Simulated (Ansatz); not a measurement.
## Calculated 17O NMR of the central transition for PbO

Cell: a COD entry, its atoms then relaxed with PBE in this cell.

```cif
data_PbO
_symmetry_space_group_name_H-M 'Pbcm'
_symmetry_Int_Tables_number 57
_cell_length_a 5.8931
_cell_length_b 5.4904
_cell_length_c 4.7528
_cell_angle_alpha 90.000
_cell_angle_beta 90.000
_cell_angle_gamma 90.000
loop_
_atom_site_label
_atom_site_type_symbol
_atom_site_symmetry_multiplicity
_atom_site_Wyckoff_symbol
_atom_site_fract_x
_atom_site_fract_y
_atom_site_fract_z
Pb Pb 4 d 0.2330 0.9919 0.2500
O O 4 d 0.8601 0.0882 0.2500
```

One atom of each set is listed.

The numbers come from a DFT calculation in Ansatz (PBE, plane waves and PAW, scalar-relativistic, 420 eV cutoff, Γ-centred 6×6×7 k-points, Fermi–Dirac smearing 0.01 eV).

17O has I = 5/2 and Q = -25.58 mb (Pyykkö 2018); at 35.2 T its Larmor frequency is ν₀ = 203.3 MHz. Only the quadrupole interaction is simulated: positions count from each site's isotropic chemical shift, and J coupling is left out, as are shift anisotropy and dipolar coupling, which fast spinning averages.

Question: What does the 17O spectrum (fast magic-angle spinning) show for each site?

Answer: 

| site | first shell | C_Q (MHz) | η | P_Q (MHz) | δ_QIS (ppm) | breadth (kHz) |
| --- | --- | --- | --- | --- | --- | --- |
| O | 4 Pb at 2.26–2.48 Å; also 1 Pb at 3.32 Å | -1.94 | 0.30 | 1.97 | -0.563 | 0.263 |

δ_QIS = −(ν_Q²/30ν₀²)[I(I+1) − 3/4](1 + η²/3) × 10⁶ ppm with ν_Q = 3|C_Q|/[2I(2I−1)]; it falls as 1/B₀² in ppm, and the breadth as 1/B₀ in kHz.

Without spin–orbit coupling the gradients at and beside Pb can be off by some per cent, at some sites by more.

The relaxation (4 steps) took 3.9 min of wall time (3.9 min of CPU time) and 0.66 GiB at its peak, on 1 thread of Arm Neoverse N1 (aarch64; 36 cores open to the job, memory cap 3.0 GiB, no GPU), a shared host with a load of 0.9 a core.
